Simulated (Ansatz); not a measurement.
Cd:

```
CELL_PARAMETERS angstrom
2.97887 0.00000 0.00000
-1.48944 2.57978 0.00000
0.00000 0.00000 5.61765
ATOMIC_POSITIONS crystal
Cd 0.66667 0.33333 0.75000
Cd 0.33333 0.66667 0.25000
```

Base run:

| Item | Value |
| --- | --- |
| Program | Ansatz 0.2.0 |
| Functional | LDA |
| Potentials or basis | all-electron LAPW, scalar-relativistic |
| Cutoff | 224 eV |
| Density cutoff | 895 eV |
| Basis error allowed | 0.001 eV/atom |
| k mesh | 10 × 10 × 5 |
| Occupations | fermi-dirac, width 0.05 eV |
| Spin | no spin polarisation |

Its results: pressure -4.4 GPa.

**Question.** After a change of settings the same cell gave: pressure -1.6 GPa. Which change was it?
A. functional from LDA to PBEsol; potentials or basis from all-electron LAPW, scalar-relativistic to all-electron LAPW, non-relativistic
B. functional from LDA to PBE
C. functional from LDA to PBEsol
D. functional from LDA to RPBE; occupations from fermi-dirac, width 0.05 eV to gaussian, width 0.02 eV

**Answer.** C.

PBEsol binds less tightly than LDA, so the same cell stands under more pressure.

Not every run made on this cell is shown here.
